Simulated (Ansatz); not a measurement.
**SiO2: do energies and stresses tell the same story?**

These are results of Ansatz, DFT r2SCAN, scalar-relativistic, plane waves, PAW, not measurements.

Cutoff 500 eV; k points 6×6×6 on the computed 12-atom cell (Γ-centred); Gaussian smearing, width 0.02 eV; no spin polarisation.

Relaxed cell: I4/mmm, a = 8.939 Å, b = 8.939 Å, c = 5.231 Å, α = 90.00°, β = 90.00°, γ = 90.00°, 12 atoms in the primitive cell. This form isn't the usual stable structure of the compound.

Energies at zero smearing and pressures from the stress tensor, at volumes with shape and atoms relaxed:
```json
{"V (Å³/atom)": "15.327", "E − E(first) (meV/atom)": "0.00", "P (GPa)": "20.52"}
{"V (Å³/atom)": "15.849", "E − E(first) (meV/atom)": "-57.45", "P (GPa)": "14.74"}
{"V (Å³/atom)": "16.372", "E − E(first) (meV/atom)": "-96.54", "P (GPa)": "9.31"}
{"V (Å³/atom)": "16.894", "E − E(first) (meV/atom)": "-118.73", "P (GPa)": "4.39"}
{"V (Å³/atom)": "17.417", "E − E(first) (meV/atom)": "-125.75", "P (GPa)": "0.00"}
{"V (Å³/atom)": "17.939", "E − E(first) (meV/atom)": "-119.27", "P (GPa)": "-3.89"}
{"V (Å³/atom)": "18.462", "E − E(first) (meV/atom)": "-100.91", "P (GPa)": "-7.30"}
{"V (Å³/atom)": "19.158", "E − E(first) (meV/atom)": "-60.42", "P (GPa)": "-11.20"}
```

Check P = −dE/dV between neighbouring volumes, and get the bulk modulus from the pressures alone.

With 1 eV/Å³ = 160.2 GPa:
```csv
middle V (Å³/atom),−ΔE/ΔV (GPa),mean P (GPa)
15.588,17.615,17.630
16.110,11.986,12.024
16.633,6.806,6.849
17.155,2.152,2.192
17.678,-1.986,-1.945
18.200,-5.632,-5.595
18.810,-9.311,-9.251
```

The two differ by 0.06 GPa at most. The mean of two end pressures misses the average over a step by about ΔV² P″/12, up to 0.05 GPa here; with that taken off 0.02 GPa remains. Around V = 17.417 Å³/atom, the two neighbours give B = −V ΔP/ΔV = 17.417 × 8.27 / 1.045 = 137.9 GPa, against B0 = 136.6 GPa from the Birch–Murnaghan fit of the energies.